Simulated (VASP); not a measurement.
Wanted: the native input for a VASP 6.6.1 run.

```yaml
Task: single point
Functional: PBE
Potentials_or_basis: VASP PAW PBE potentials, release 64 (Si)
Cutoff: 520 eV
k_mesh: 18 × 18 × 10
Occupations: gaussian, width 0.1 eV
Spin: no spin polarisation
Dipole_correction: no
Further_INCAR_settings: ALGO = Fast; EDIFF = 1e-06; NBANDS = 11
```

The structure of Si lies in POSCAR:

```
Si
1.0
    2.6846408895      0.0000000000      0.0000000000
   -1.3423204447      2.3249672104      0.0000000000
    0.0000000000      0.0000000000      4.6020175884
Si
2
Direct
    0.3333333333      0.6666666667      0.2500000000
    0.6666666667      0.3333333333      0.7500000000
```

This isn't the form of Si at room conditions, which is diamond.

The cell isn't the ideal one: Zr -> Si on all its sites, cell and atoms relaxed.

One way to write it, as run:

INCAR

```
SYSTEM = Si
PREC     = Accurate       ! precision mode
ENCUT    = 520            ! plane-wave cutoff, eV
EDIFF    = 1E-6           ! SCF threshold, eV
ISMEAR   = 0              ! smearing method
SIGMA    = 0.1            ! smearing width, eV
LREAL    = .FALSE.        ! projectors in reciprocal space
LASPH    = .TRUE.         ! aspherical terms in the spheres
NELM     = 100            ! most SCF steps
ALGO     = Fast           ! electronic algorithm
ISIF     = 2              ! what is computed and relaxed
LWAVE    = .FALSE.        ! write WAVECAR
LCHARG   = .FALSE.        ! write CHGCAR
GGA      = PE             ! functional
NBANDS   = 11             ! bands
```

KPOINTS

```
Automatic mesh
0
G
  18 18 10
  0 0 0
```

Potentials or basis: VASP PAW PBE potentials, release 64 (Si).

Run with:

```console
$ cat potpaw_PBE.64/Si/POTCAR > POTCAR
$ mpirun -np 1 vasp_std > vasp.out
```

Results of the run:

```
Pressure               : 0.0 GPa
Band gap on the k mesh : none (metal or under the smearing width)
```

It took 54 s on 1 thread of Intel(R) Xeon(R) Platinum 8488C (Sapphire Rapids) (shared host), peak memory 0.17 GiB.
